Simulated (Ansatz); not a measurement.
Space group Fm-3m (No. 225). a = 5.439 Å, b = 5.439 Å, c = 5.439 Å, α = 90.00°, β = 90.00°, γ = 90.00°
```json
{"atom": "Ca", "site": "4a", "symmetry": "m-3m", "x": "0.0000", "y": "0.0000", "z": "0.0000"}
{"atom": "F", "site": "8c", "symmetry": "-43m", "x": "0.2500", "y": "0.7500", "z": "0.7500"}
```

Equation of state of this CaF₂ structure (not necessarily the ground state), with shape and atoms relaxed at each volume where symmetry leaves them free. Method: DFT r2SCAN, scalar-relativistic, plane waves, PAW in Ansatz 0.2.0.

Settings: cutoff 500 eV, Γ-centred mesh 8×8×8 on the computed 3-atom cell, Gaussian smearing of 0.02 eV; no spin polarisation.

```
V (Å³/atom) E − E(largest V) (meV/atom) P (GPa) gap on mesh (eV)
     12.603                         3.14     6.39              8.41
     13.005                        -8.44     2.94              8.22
     13.408                       -12.05     0.01              8.03
     13.810                        -8.89    -2.46              7.86
     14.212                         0.00    -4.56              7.69
```

Q: Fit a third-order Birch–Murnaghan equation to E(V).

A: V0 = 13.41 Å³/atom, B0 = 90 GPa, B0' = 4.5.